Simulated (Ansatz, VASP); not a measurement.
## MgS: VASP beside Ansatz

```
Mg S
1.0
     0.00000    2.50299    2.50299
     2.50299    0.00000    2.50299
     2.50299    2.50299    0.00000
Mg S
1 1
Direct
  0.00000 0.00000 0.00000
  0.50000 0.50000 0.50000
```

Alike in both runs: functional PBEsol; k mesh 8 × 8 × 8; no spin polarisation.

Ansatz relaxed the structure, and its values are those at the end. VASP's run is a single point on that final structure, the one shown.

```csv
,VASP,Ansatz
version,VASP 6.6.1,Ansatz 0.2.0
potentials or method,"VASP PAW PBE potentials, release 64 (Mg, S)","PAW with Ansatz's default frozen-core files, scalar-relativistic"
plane-wave cutoff (eV),520,420
occupations,"gaussian, width 0.01 eV",fixed
valence electrons in the cell,8,16
```

Ansatz gave:

* pressure (GPa): 10.0

Q: Estimate VASP's values.

A: Pressure (GPa): 9.8.

The two sets of potentials don't hold the same shells in valence.

Caveats: the PAW data sets were made with another functional, which shifts forces and pressure a little (VASP). A k mesh can miss the band edges.
